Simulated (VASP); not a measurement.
# Ge4H in VASP: settings compared

One slab, Ge4H, is run at these levels: PBEsol, PBE, LDA, RPBE; tasks: relaxation of the atoms.

All numbers are computed with VASP 6.6.1; they aren't measurements. Logs are shortened: lines on timing, memory, paths and dates and some standing lists are left out, and cuts for length are marked.

## 1. The structure

The cell holds a slab with vacuum, 10 atoms: a = 4.001 Å, b = 4.001 Å, c = 25.737 Å, α = 90.00°, β = 90.00°, γ = 120.00°.

The cell was built by a generator and needn't be a form met in nature.

## 2. Relaxation of the atoms, PBEsol

The input, INCAR:

```
SYSTEM = Ge4H
ALGO = Fast
EDIFF = 1E-7
EDIFFG = -0.01
ENCUT = 520
GGA = PS
IBRION = 2
ISIF = 2
ISMEAR = -1
KPAR = 4
LASPH = .True.
LCHARG = .False.
LREAL = .False.
LWAVE = .False.
NELM = 60
NSW = 60
PREC = Accurate
SIGMA = 0.05
```

The input, KPOINTS:

```
k-points
0
Gamma
  6 6 1
  0 0 0
```

The input, POSCAR:

```
Ge4H
1.0
    4.0008101700      0.0000000000      0.0000000000
   -2.0004050800      3.4648032400      0.0000000000
    0.0000000000      0.0000000000     25.7366054200
Ge H
8 2
Direct
    0.0000000000      0.0000000000      0.2937450300
    0.6666666700      0.3333333300      0.3254765700
    0.6666666700      0.3333333300      0.4206711700
    0.3333333300      0.6666666700      0.4524027000
    0.3333333300      0.6666666700      0.5475973000
    0.0000000000      0.0000000000      0.5793288300
    0.0000000000      0.0000000000      0.6745234300
    0.6666666700      0.3333333300      0.7062549700
    0.6666666700      0.3333333300      0.7668690200
    0.0000000000      0.0000000000      0.2331309800
```

Potentials or basis: VASP PAW PBE potentials, release 64 (Ge_d, H).

The run is started by

```
$ cat potpaw_PBE.64/Ge_d/POTCAR potpaw_PBE.64/H/POTCAR > POTCAR
$ mpirun -np 4 vasp_std > vasp.out
```

OUTCAR:

```text
SYSTEM = Ge4H
   EDIFF = 1E-7
   EDIFFG = -0.01
   ENCUT = 520
   GGA = PS
   IBRION = 2
   ISIF = 2
   ISMEAR = -1
   LASPH = .True.
   LREAL = .False.
   NELM = 60
   NSW = 60
   PREC = Accurate

 ion  position               nearest neighbor table
   1  0.000  0.000  0.294-  10 1.56   2 2.45   2 2.45   2 2.45
   2  0.667  0.333  0.325-   3 2.45   1 2.45   1 2.45   1 2.45
   3  0.667  0.333  0.421-   4 2.45   4 2.45   2 2.45   4 2.45
   4  0.333  0.667  0.452-   3 2.45   3 2.45   5 2.45   3 2.45
   5  0.333  0.667  0.548-   6 2.45   6 2.45   6 2.45   4 2.45
   6  0.000  0.000  0.579-   5 2.45   5 2.45   5 2.45   7 2.45
   7  0.000  0.000  0.675-   6 2.45   8 2.45   8 2.45   8 2.45
   8  0.667  0.333  0.706-   9 1.56   7 2.45   7 2.45   7 2.45
   9  0.667  0.333  0.767-   8 1.56
  10  0.000  0.000  0.233-   1 1.56

  LATTYP: Found a hexagonal cell.
 ALAT       =     4.0008101700
 C/A-ratio  =     6.4328484298

  Lattice vectors:

 A1 = (   4.0008101700,   0.0000000000,   0.0000000000)
 A2 = (  -2.0004050800,   3.4648032400,   0.0000000000)
 A3 = (   0.0000000000,   0.0000000000,  25.7366054200)

Analysis of symmetry for initial positions (statically):
=====================================================================
 Subroutine PRICEL returns:
 Original cell was already a primitive cell.

 Routine SETGRP: Setting up the symmetry group for a
 hexagonal supercell.

 Subroutine GETGRP returns: Found 12 space group operations
 (whereof  6 operations were pure point group operations)
 out of a pool of 24 trial point group operations.

The static configuration has the point symmetry C_3v.
 The point group associated with its full space group is D_3d.

Analysis of symmetry for dynamics (positions and initial velocities):
=====================================================================
 Subroutine PRICEL returns:
 Original cell was already a primitive cell.

 Routine SETGRP: Setting up the symmetry group for a
 hexagonal supercell.

 Subroutine GETGRP returns: Found 12 space group operations
 (whereof  6 operations were pure point group operations)
 out of a pool of 24 trial point group operations.

The dynamic configuration has the point symmetry C_3v.
 The point group associated with its full space group is D_3d.

 Subroutine INISYM returns: Found 12 space group operations
 (whereof  6 operations are pure point group operations),
 and found     1 'primitive' translations

----------------------------------------------------------------------------------------

                                     Primitive cell

  volume of cell :     356.7613

  direct lattice vectors                    reciprocal lattice vectors
     4.000810170  0.000000000  0.000000000     0.249949375  0.144308338  0.000000000
    -2.000405080  3.464803240  0.000000000     0.000000000  0.288616678  0.000000000
     0.000000000  0.000000000 25.736605420     0.000000000  0.000000000  0.038855163

  length of vectors
     4.000810170  4.000810165 25.736605420     0.288616677  0.288616678  0.038855163

  position of ions in fractional coordinates (direct lattice)
     0.000000000  0.000000000  0.293745030
     0.666666670  0.333333330  0.325476570
     0.666666670  0.333333330  0.420671170
     0.333333330  0.666666670  0.452402700
     0.333333330  0.666666670  0.547597300
     0.000000000  0.000000000  0.579328830
     0.000000000  0.000000000  0.674523430
     0.666666670  0.333333330  0.706254970
     0.666666670  0.333333330  0.766869020
     0.000000000  0.000000000  0.233130980

  ion indices of the primitive-cell ions
   primitive index   ion index
                 1           1
                 2           2
                 3           3
                 4           4
                 5           5
                 6           6
                 7           7
                 8           8
                 9           9
                10          10

----------------------------------------------------------------------------------------

 KPOINTS: k-points

Automatic generation of k-mesh.
 Grid dimensions read from file:
 generate k-points for:    6    6    1

 Generating k-lattice:

  Cartesian coordinates                     Fractional coordinates (reciprocal lattice)
     0.041658229  0.024051390  0.000000000     0.166666667  0.000000000  0.000000000
     0.000000000  0.048102780  0.000000000     0.000000000  0.166666667  0.000000000
     0.000000000  0.000000000  0.038855163     0.000000000  0.000000000  1.000000000

  Length of vectors
     0.048102780  0.048102780  0.038855163

  Shift w.r.t. Gamma in fractional coordinates (k-lattice)
     0.000000000  0.000000000  0.000000000

 Subroutine IBZKPT returns following result:
 ===========================================

 Found      7 irreducible k-points:

 Following reciprocal coordinates:
            Coordinates               Weight
  0.000000  0.000000  0.000000      1.000000
  0.166667  0.000000  0.000000      6.000000
  0.333333 -0.000000  0.000000      6.000000
  0.500000  0.000000  0.000000      3.000000
  0.166667  0.166667  0.000000      6.000000
  0.333333  0.166667  0.000000     12.000000
  0.333333  0.333333  0.000000      2.000000
   k-points           NKPTS =      7   k-points in BZ     NKDIM =      7   number of bands    NBANDS=     68
   number of dos      NEDOS =    301   number of ions     NIONS =     10
   total plane-waves  NPLWV = 172800
   dimension x,y,z NGX =    30 NGY =   30 NGZ =  192
   dimension x,y,z NGXF=    60 NGYF=   60 NGZF=  384
   ions per type =               8   2
   NGX,Y,Z   is equivalent  to a cutoff of  12.47, 12.47, 12.40 a.u.
   NGXF,Y,Z  is equivalent  to a cutoff of  24.93, 24.93, 24.80 a.u.
 SYSTEM =  Ge4H
   PREC   = accura    normal or accurate (medium, high low for compatibility)
   ISTART =      0    job   : 0-new  1-cont  2-samecut
   ICHARG =      2    charge: 1-file 2-atom 10-const
   ISPIN  =      1    spin polarized calculation?
   LNONCOLLINEAR =      F non collinear calculations
   LSORBIT =      F    spin-orbit coupling
   LASPH  =      T    aspherical Exc in radial PAW
   ENCUT  =  520.0 eV  38.22 Ry    6.18 a.u.   7.44  7.44 47.85*2*pi/ulx,y,z
   NELM   =     60;   NELMIN=  2; NELMDL= -5     # of ELM steps
   EDIFF  = 0.1E-06   stopping-criterion for ELM
   LREAL  =      F    real-space projection
   EDIFFG = -.1E-01   stopping-criterion for IOM
   NSW    =     60    number of steps for IOM
   IBRION =      2    ionic relax: 0-MD 1-quasi-New 2-CG
   NFREE  =      1    steps in history (QN), initial steepest desc. (CG)
   ISIF   =      2    stress and relaxation
   ISYM   =      2    0-nonsym 1-usesym 2-fastsym
   POTIM  = 0.5000    time-step for ionic-motion
   TEBEG  =    0.0;   TEEND  =   0.0 temperature during run
   PSTRESS=    0.0 pullay stress
   NELECT =     114.0000    total number of electrons
   NUPDOWN=      -1.0000    fix difference up-down
   EMIN   =  10.00;   EMAX   =-10.00  energy-range for DOS
   EFERMI =   0.00;   METHOD = LEGACY
   ISMEAR =    -1;   SIGMA  =   0.05  broadening in eV -4-tet -1-fermi 0-gaus
   EFERMI_NEDOS =   21; number of points for ismear=-14 and -15
   IALGO  =     68    algorithm
   IMIX   =      4    mixing-type and parameters
     AMIX     =   0.40;   BMIX     =  1.00
     AMIX_MAG =   1.60;   BMIX_MAG =  1.00
  volume/ion in A,a.u.               =      35.68       240.75
  Fermi-wavevector in a.u.,A,eV,Ry     =   1.119224  2.115028 17.043520  1.252663
  Thomas-Fermi vector in A             =   2.255862
   LORBIT       =      0    0 simple, 1 ext, 2 COOP (PROOUT), +10 PAW based schemes
   GGA     = PS    functional components
   LHFCALC =     F    Hartree Fock is set to
   AEXX    =    0.0000 exact exchange contribution
   IVDW    =     0    specifies the selected vdW correction
   LEPSILON=     F    determine dielectric tensor
   LRPA    =     F    only Hartree local field effects (RPA)
 conjugate gradient relaxation of ions
 non-spin polarized calculation
 RMM-DIIS sequential band-by-band and
  energy-cutoff  :      520.00
  volume of cell :      356.76
 maximum number of plane-waves:      9677
 NGX is ok and might be reduce to    30
   NGX = 15   NGY = 15   NGZ = 95

--------------------------------------- Ionic step        1  -------------------------------------------

 number of electron     114.0000090 magnetization

 Free energy of the ion-electron system (eV)
  ---------------------------------------------------
  ext. energy  EPLUGINS =         0.00000000
  ---------------------------------------------------
  free energy    TOTEN  =       -45.41757410 eV

  energy without entropy =      -45.41668186  energy(sigma->0) =      -45.41712798

------------------------ aborting loop because EDIFF is reached ----------------------------------------

  FORCE on cell =-STRESS in cart. coord.  units (eV):
  Direction    XX          YY          ZZ          XY          YZ          ZX
  --------------------------------------------------------------------------------------
  -------------------------------------------------------------------------------------
  Total        0.0490050      0.0490050     -1.2296373      0.0000000      0.0000000     -0.0000000
  in kB        0.2200762      0.2200762     -5.5221707      0.0000000      0.0000000     -0.0000000
  external PRESSURE =      -1.6940061 kB  Pullay stress =       0.0000000 kB
[... 113 lines left out ...]
  FREE ENERGIE OF THE ION-ELECTRON SYSTEM (eV)
  ---------------------------------------------------
  free  energy   TOTEN  =       -45.4242131363 eV

  energy  without entropy=      -45.4234265848  energy(sigma->0) =      -45.42381986

[... ionic steps 4 to 13 ...]

--------------------------------------- Ionic step       14  -------------------------------------------

 number of electron     114.0000119 magnetization

------------------------ aborting loop because EDIFF is reached ----------------------------------------

  FORCE on cell =-STRESS in cart. coord.  units (eV):
  Direction    XX          YY          ZZ          XY          YZ          ZX
  --------------------------------------------------------------------------------------
  -------------------------------------------------------------------------------------
  Total        0.3804103      0.3804103     -0.2492439      0.0000000      0.0000000      0.0000000
  in kB        1.7083825      1.7083825     -1.1193281      0.0000000      0.0000000      0.0000000
  external PRESSURE =       0.7658123 kB  Pullay stress =       0.0000000 kB
[... 73 lines left out ...]
  energy  without entropy=      -45.4266932603  energy(sigma->0) =      -45.42714709

--------------------------------------- Ionic step       16  -------------------------------------------

 number of electron     114.0000126 magnetization

 Free energy of the ion-electron system (eV)
  ---------------------------------------------------
  ext. energy  EPLUGINS =         0.00000000
  ---------------------------------------------------
  free energy    TOTEN  =       -45.42767566 eV

  energy without entropy =      -45.42678933  energy(sigma->0) =      -45.42723250

 E-fermi :   0.5559     XC(G=0):  -5.8541

 val. band max:        0.3519622436   @ k =   0.0000   0.0000   0.0000
 cond. band min:       0.7252341163   @ k =   0.0000   0.0000   0.0000
 fundamental gap:      0.3732718727
 Fermi energy:         0.5558738183

 k-point     1 :       0.0000    0.0000    0.0000
  band No.  band energies     occupation
      1     -24.2545      2.00000
      2     -24.2545      2.00000
      3     -24.2462      2.00000
      4     -24.2462      2.00000
      5     -24.2318      2.00000
      6     -24.2318      2.00000
[... 523 lines left out ...]
  FREE ENERGIE OF THE ION-ELECTRON SYSTEM (eV)
  ---------------------------------------------------
  free  energy   TOTEN  =       -45.4276756626 eV

  energy  without entropy=      -45.4267893285  energy(sigma->0) =      -45.42723250

 reached required accuracy - stopping structural energy minimisation
```

Wall time 12 min (4 MPI ranks of Intel Xeon Platinum 8488C (Sapphire Rapids), shared host); peak memory 0.52 GiB.

Results:

```yaml
Free_energy: -45.4277 eV
Energy_gained_by_relaxing: 1.0 meV/atom
Ionic_steps: 16
Largest_force_after_relaxing: 0.008 eV/Å
Band_gap_on_the_k_mesh: 0.37 eV, direct
```

Forces in eV/Å, atoms in the order of the input:
```
Ge   0.000  0.000 -0.004
Ge   0.000  0.000  0.008
Ge   0.000  0.000  0.005
Ge   0.000  0.000  0.005
Ge   0.000  0.000 -0.005
Ge   0.000  0.000 -0.005
Ge   0.000  0.000 -0.008
Ge   0.000  0.000  0.004
H    0.000  0.000  0.001
H    0.000  0.000 -0.001
```

Step by step:
```csv
step,energy change (eV),largest force (eV/Å),pressure (GPa)
1,0.0000,0.1769,-0.17
2,-0.0048,0.1097,-0.13
3,-0.0066,0.0882,-0.10
4,-0.0080,0.0686,-0.05
5,-0.0080,0.0702,-0.05
6,-0.0084,0.0291,-0.04
7,-0.0084,0.0312,-0.04
8,-0.0086,0.0225,-0.03
9,-0.0091,0.0507,0.00
10,-0.0091,0.1176,0.07
11,-0.0092,0.0814,0.03
12,-0.0093,0.0763,0.04
13,-0.0096,0.0624,0.05
14,-0.0099,0.0341,0.08
15,-0.0100,0.0232,0.14
16,-0.0101,0.0081,0.10
```

Final structure:
```
CELL_PARAMETERS angstrom
4.00081 0.00000 0.00000
-2.00041 3.46480 0.00000
0.00000 0.00000 25.73661
ATOMIC_POSITIONS crystal
Ge 0.00000 0.00000 0.29532
Ge 0.66667 0.33333 0.32566
Ge 0.66667 0.33333 0.42060
Ge 0.33333 0.66667 0.45238
Ge 0.33333 0.66667 0.54762
Ge 0.00000 0.00000 0.57940
Ge 0.00000 0.00000 0.67434
Ge 0.66667 0.33333 0.70468
H 0.66667 0.33333 0.76496
H 0.00000 0.00000 0.23504
```

Caveat: the PAW data sets were made with another functional, which shifts forces and pressure a little.

[end of part 1 of 2]
